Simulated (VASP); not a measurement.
# Ge (Cmmm) in VASP: a series of runs

One crystal, Ge, is run at these levels: PBE; tasks: single point.

All numbers are computed with VASP 6.6.1; they aren't measurements. Logs are shortened: lines on timing, memory, paths and dates and some standing lists are left out, and cuts for length are marked.

## (1) The structure

The structure is orthorhombic, space group Cmmm (No. 65). The conventional cell has a = 2.794 Å, b = 5.201 Å, c = 2.698 Å, α = 90.00°, β = 90.00°, γ = 90.00°. Around Ge (site symmetry mmm) lie 8 Ge at 2.70 to 2.95 Å.

This isn't the form of Ge at room conditions, which is diamond.

## (2) Single point, PBE

The input, INCAR:

```
PREC = Accurate ; ENCUT = 350
EDIFF = 1E-7 ; ISMEAR = 0
SIGMA = 0.05 ; LREAL = F
LASPH = T ; NELM = 100
ALGO = Normal ; ISIF = 2
LWAVE = F ; LCHARG = F
GGA = PE ; NBANDS = 13
ADDGRID = F
```

The input, KPOINTS:

```
Automatic mesh
0
Gamma
  8 8 7
```

The input, POSCAR:

```
Ge
1.0
    1.3971490000     -2.6005160000      0.0000000000
    1.3971490000      2.6005160000      0.0000000000
    0.0000000000      0.0000000000      2.6982310000
Ge
1
Direct
    0.5000000000      0.5000000000      0.0000000000
```

Potentials or basis: VASP PAW PBE potentials, release 64 (Ge_d).

Launch:

```console
cat potpaw_PBE.64/Ge_d/POTCAR > POTCAR
mpirun -np 1 vasp_std > vasp.out
```

OUTCAR:

```text
PREC = Accurate
   ENCUT = 350
   EDIFF = 1E-7
   ISMEAR = 0
   LREAL = F
   LASPH = T
   NELM = 100
   ISIF = 2
   GGA = PE

 Found     84 irreducible k-points:

 Following reciprocal coordinates:
            Coordinates               Weight
  0.000000  0.000000  0.000000      1.000000
  0.125000 -0.000000  0.000000      4.000000
  0.250000 -0.000000  0.000000      4.000000
  0.375000 -0.000000  0.000000      4.000000
  0.500000 -0.000000  0.000000      2.000000
  0.125000  0.125000  0.000000      2.000000
   k-points           NKPTS =     84   k-points in BZ     NKDIM =     84   number of bands    NBANDS=     13
   number of dos      NEDOS =    301   number of ions     NIONS =      1
   total plane-waves  NPLWV =   5184
   dimension x,y,z NGX =    18 NGY =   18 NGZ =   16
   dimension x,y,z NGXF=    36 NGYF=   36 NGZF=   32
   ions per type =               1
   NGX,Y,Z   is equivalent  to a cutoff of  10.14, 10.14,  9.86 a.u.
   NGXF,Y,Z  is equivalent  to a cutoff of  20.27, 20.27, 19.72 a.u.
 SYSTEM =  unknown system
   PREC   = accura    normal or accurate (medium, high low for compatibility)
   ISTART =      0    job   : 0-new  1-cont  2-samecut
   ICHARG =      2    charge: 1-file 2-atom 10-const
   ISPIN  =      1    spin polarized calculation?
   LNONCOLLINEAR =      F non collinear calculations
   LSORBIT =      F    spin-orbit coupling
   LASPH  =      T    aspherical Exc in radial PAW
   ENCUT  =  350.0 eV  25.72 Ry    5.07 a.u.   4.50  4.50  4.12*2*pi/ulx,y,z
   NELM   =    100;   NELMIN=  2; NELMDL= -5     # of ELM steps
   EDIFF  = 0.1E-06   stopping-criterion for ELM
   LREAL  =      F    real-space projection
   EDIFFG = 0.1E-05   stopping-criterion for IOM
   NSW    =      0    number of steps for IOM
   IBRION =     -1    ionic relax: 0-MD 1-quasi-New 2-CG
   NFREE  =      0    steps in history (QN), initial steepest desc. (CG)
   ISIF   =      2    stress and relaxation
   ISYM   =      2    0-nonsym 1-usesym 2-fastsym
   POTIM  = 0.5000    time-step for ionic-motion
   TEBEG  =    0.0;   TEEND  =   0.0 temperature during run
   PSTRESS=    0.0 pullay stress
   NELECT =      14.0000    total number of electrons
   NUPDOWN=      -1.0000    fix difference up-down
   EMIN   =  10.00;   EMAX   =-10.00  energy-range for DOS
   EFERMI =   0.00;   METHOD = LEGACY
   ISMEAR =     0;   SIGMA  =   0.05  broadening in eV -4-tet -1-fermi 0-gaus
   EFERMI_NEDOS =   21; number of points for ismear=-14 and -15
   IALGO  =     38    algorithm
   IMIX   =      4    mixing-type and parameters
     AMIX     =   0.40;   BMIX     =  1.00
     AMIX_MAG =   1.60;   BMIX_MAG =  1.00
  volume/ion in A,a.u.               =      19.61       132.31
  Fermi-wavevector in a.u.,A,eV,Ry     =   1.463234  2.765111 29.130796  2.141053
  Thomas-Fermi vector in A             =   2.579353
   LORBIT       =      0    0 simple, 1 ext, 2 COOP (PROOUT), +10 PAW based schemes
   GGA     = PE    functional components
   LHFCALC =     F    Hartree Fock is set to
   AEXX    =    0.0000 exact exchange contribution
   IVDW    =     0    specifies the selected vdW correction
   LEPSILON=     F    determine dielectric tensor
   LRPA    =     F    only Hartree local field effects (RPA)
 non-spin polarized calculation
 Gauss-broadening in eV      SIGMA  =   0.05
  energy-cutoff  :      350.00
  volume of cell :       19.61
 maximum number of plane-waves:       303
   NGX =  9   NGY =  9   NGZ =  9

 number of electron      13.9999951 magnetization

 Free energy of the ion-electron system (eV)
  ---------------------------------------------------
  ext. energy  EPLUGINS =         0.00000000
  ---------------------------------------------------
  free energy    TOTEN  =        -4.25891820 eV

  energy without entropy =       -4.25755710  energy(sigma->0) =       -4.25823765

 E-fermi :   5.9555     XC(G=0): -11.0422

 val. band max:        5.9222285127   @ k =  -0.3750   0.1250   0.1429
 cond. band min:       5.9636201928   @ k =   0.2500  -0.0000   0.2857
 fundamental gap:      0.0413916801
 Fermi energy:         5.9555350663

 k-point     1 :       0.0000    0.0000    0.0000
  band No.  band energies     occupation
      1     -18.5223      2.00000
      2     -18.4634      2.00000
      3     -18.4131      2.00000
      4     -18.3078      2.00000
      5     -18.2925      2.00000
      6      -6.6516      2.00000
      7      12.8744      0.00000
      8      13.3491      0.00000
      9      14.8500      0.00000
     10      16.3720      0.00000
     11      18.7088      0.00000
     12      21.0824      0.00000
     13      21.2235      0.00000

 k-point     2 :       0.1250   -0.0000    0.0000
  band No.  band energies     occupation
      1     -18.5115      2.00000
      2     -18.4488      2.00000
      3     -18.4137      2.00000
      4     -18.3103      2.00000
      5     -18.2997      2.00000
      6      -6.2725      2.00000
      7      11.5703      0.00000
      8      12.6767      0.00000
      9      13.2412      0.00000
     10      16.8599      0.00000
     11      17.9315      0.00000
     12      20.6015      0.00000
     13      23.2931      0.00000
[... 33 lines left out ...]
 k-point     5 :       0.5000   -0.0000    0.0000
  band No.  band energies     occupation
      1     -18.4985      2.00000
      2     -18.4172      2.00000
      3     -18.3484      2.00000
      4     -18.3171      2.00000
      5     -18.3162      2.00000
      6      -1.5939      2.00000
      7       0.9248      2.00000
      8       9.6579      0.00000
      9      13.6807      0.00000
     10      16.7438      0.00000
     11      22.6709      0.00000
     12      22.7560      0.00000
     13      23.0281      0.00000

 k-point     6 :       0.1250    0.1250    0.0000
  band No.  band energies     occupation
      1     -18.4956      2.00000
      2     -18.4312      2.00000
      3     -18.4009      2.00000
      4     -18.3169      2.00000
      5     -18.3112      2.00000
      6      -5.4717      2.00000
      7       8.7106      0.00000
      8      10.9125      0.00000
      9      13.9974      0.00000
     10      17.3606      0.00000
     11      17.7881      0.00000
     12      19.8660      0.00000
     13      28.2850      0.00000

 [... further k-points ...]

------------------------ aborting loop because EDIFF is reached ----------------------------------------

  FORCE on cell =-STRESS in cart. coord.  units (eV):
  Direction    XX          YY          ZZ          XY          YZ          ZX
  --------------------------------------------------------------------------------------
  -------------------------------------------------------------------------------------
  Total        0.1372282     -0.3986404     -0.0004602      0.0000000      0.0000000      0.0000000
  in kB       11.2135355    -32.5747092     -0.0376083      0.0000000      0.0000000      0.0000000
  external PRESSURE =      -7.1329273 kB  Pullay stress =       0.0000000 kB

 VOLUME and BASIS-vectors are now :
 -----------------------------------------------------------------------------
  energy-cutoff  :      350.00
  volume of cell :       19.61
      direct lattice vectors                 reciprocal lattice vectors
     1.397149000 -2.600516000  0.000000000     0.357871637 -0.192269534  0.000000000
     1.397149000  2.600516000  0.000000000     0.357871637  0.192269534  0.000000000
     0.000000000  0.000000000  2.698231000     0.000000000  0.000000000  0.370613191

 POSITION                                       TOTAL-FORCE (eV/Angst)
 -----------------------------------------------------------------------------------
      1.39715      0.00000      0.00000         0.000000      0.000000      0.000000
 -----------------------------------------------------------------------------------
    total drift:                                0.000000      0.000000      0.000000

  FREE ENERGIE OF THE ION-ELECTRON SYSTEM (eV)
  ---------------------------------------------------
  free  energy   TOTEN  =        -4.2589182049 eV

  energy  without entropy=       -4.2575571004  energy(sigma->0) =       -4.25823765
```

OSZICAR:

```text
N       E                     dE             d eps       ncg     rms          rms(c)
DAV:   1     0.530514735198E+02    0.53051E+02   -0.58556E+03  2400   0.240E+03
DAV:   2     0.216114019831E-01   -0.53030E+02   -0.51096E+02  2379   0.340E+02
DAV:   3    -0.421506489860E+01   -0.42367E+01   -0.42219E+01  2524   0.618E+01
DAV:   4    -0.426751330676E+01   -0.52448E-01   -0.52444E-01  2484   0.740E+00
DAV:   5    -0.426808455821E+01   -0.57125E-03   -0.57125E-03  2559   0.854E-01    0.130E+00
DAV:   6    -0.426140467326E+01    0.66799E-02   -0.62963E-03  2709   0.172E+00    0.737E-01
DAV:   7    -0.425898693111E+01    0.24177E-02   -0.50331E-03  2895   0.131E+00    0.707E-02
DAV:   8    -0.425891691794E+01    0.70013E-04   -0.58941E-04  2634   0.536E-01    0.252E-02
DAV:   9    -0.425891857886E+01   -0.16609E-05   -0.13693E-05  2950   0.610E-02    0.900E-03
DAV:  10    -0.425891839646E+01    0.18240E-06   -0.60381E-07  2419   0.106E-02    0.138E-03
DAV:  11    -0.425891823075E+01    0.16572E-06   -0.12441E-07  1890   0.697E-03    0.200E-04
DAV:  12    -0.425891820490E+01    0.25850E-07   -0.90327E-09  1317   0.120E-03
   1 F= -.42589182E+01 E0= -.42582377E+01  d E =-.136110E-02
```

stdout:

```text
POSCAR found type information on POSCAR Ge
 POSCAR found :  1 types and       1 ions
 scaLAPACK will be used
 LDA part: xc-table for (Slater+PW92), standard interpolation
 POSCAR, INCAR and KPOINTS ok, starting setup
 FFT: planning ... GRIDC
 FFT: planning ... GRID_SOFT
 FFT: planning ... GRID
 WAVECAR not read
 entering main loop
```

Wall time 4.4 s (1 thread of Intel Xeon 6975P-C (Granite Rapids), shared host); peak memory 0.11 GiB.

The run converged, but some of its settings lie outside the range that counts as converged, so its numbers aren't taken as properties of the crystal.

Results:

```yaml
Free_energy: -4.2589 eV
Band_gap_on_the_k_mesh: none (metal or under the smearing width)
```

Caveat: the cutoff is under 1.25 times the usual one of these potentials, so pressure, stress and relaxed cells hold a basis-set (Pulay) error.

## (3) Single point, PBE

This run uses another cell than the first one, of the same volume but with other edges.

INCAR is that of step 2.

KPOINTS is that of step 2.

The input, POSCAR:

```
Ge
1.0
    1.4161900000     -2.6475770000      0.0134350000
    1.3961930000      2.6368340000      0.0183540000
    0.0306960000      0.0025520000      2.6389690000
Ge
1
Direct
    0.4852650000      0.4800630000      0.0156560000
```

Potentials or basis: VASP PAW PBE potentials, release 64 (Ge_d).

Launch:

```console
cat potpaw_PBE.64/Ge_d/POTCAR > POTCAR
mpirun -np 1 vasp_std > vasp.out
```

Run time: 9.8 s. Hardware: 1 thread of Intel Xeon 6975P-C (Granite Rapids), shared host; peak memory 0.13 GiB.

These settings aren't checked as converged: the numbers below hold their error.

Results:

| Quantity | Value |
| --- | --- |
| Free energy | -4.2474 eV |
| Band gap on the k mesh | none (metal or under the smearing width) |

Caveat: the cutoff is under 1.25 times the usual one of these potentials, so pressure, stress and relaxed cells hold a basis-set (Pulay) error.

## (4) Single point, PBE

Changes to INCAR since step 3:

```diff
@@ -1,2 +1,2 @@
-PREC = Accurate ; ENCUT = 350
+PREC = Accurate ; ENCUT = 900
 EDIFF = 1E-7 ; ISMEAR = 0
```

The input, KPOINTS:

```
Automatic mesh
0
Gamma
  5 5 5
```

The input, POSCAR:

```
Ge
1.0
    1.3971490000     -2.6005160000      0.0000000000
    1.3971490000      2.6005160000      0.0000000000
    0.0000000000      0.0000000000      2.6982310000
Ge
1
Direct
    0.5000000000      0.5000000000      0.0000000000
```

Launch:

```console
cat potpaw_PBE.64/Ge_d/POTCAR > POTCAR
mpirun -np 1 vasp_std > vasp.out
```

Wall time 6.5 s (1 thread of Intel Xeon 6975P-C (Granite Rapids), shared host); peak memory 0.17 GiB.

The run converged, but some of its settings lie outside the range that counts as converged, so its numbers aren't taken as properties of the crystal.

Results:

- Free energy: -4.2406 eV
- Pressure: 2.1 GPa
- Band gap on the k mesh: none (metal or under the smearing width)

Caveat: the k mesh is coarse (spacing up to 0.51 Å⁻¹), so the values aren't converged.

## (5) Single point, PBE

This run uses another cell than the first one, of the same volume but with other edges.

INCAR is that of step 4.

KPOINTS is that of step 4.

The input, POSCAR:

```
Ge
1.0
    1.4161900000     -2.6475770000      0.0134350000
    1.3961930000      2.6368340000      0.0183540000
    0.0306960000      0.0025520000      2.6389690000
Ge
1
Direct
    0.4852650000      0.4800630000      0.0156560000
```

Launch:

```console
cat potpaw_PBE.64/Ge_d/POTCAR > POTCAR
mpirun -np 1 vasp_std > vasp.out
```

Run time: 13 s. Hardware: 1 thread of Intel Xeon 6975P-C (Granite Rapids), shared host; peak memory 0.18 GiB.

The run converged, but some of its settings lie outside the range that counts as converged, so its numbers aren't taken as properties of the crystal.

What came out:

```yaml
Free_energy: -4.2451 eV
Pressure: 0.4 GPa
Band_gap_on_the_k_mesh: none (metal or under the smearing width)
```

Caveat: the k mesh is coarse (spacing up to 0.51 Å⁻¹), so the values aren't converged.

## (6) The reference run

An earlier run on the cell as given: functional PBE; potentials or basis VASP PAW PBE potentials, release 64 (Ge_d); cutoff 520 eV; k mesh 11 × 11 × 10; occupations fermi-dirac, width 0.05 eV; no spin polarisation.

- Pressure: -0.6 GPa
- Band gap on the k mesh: none (metal or under the smearing width)
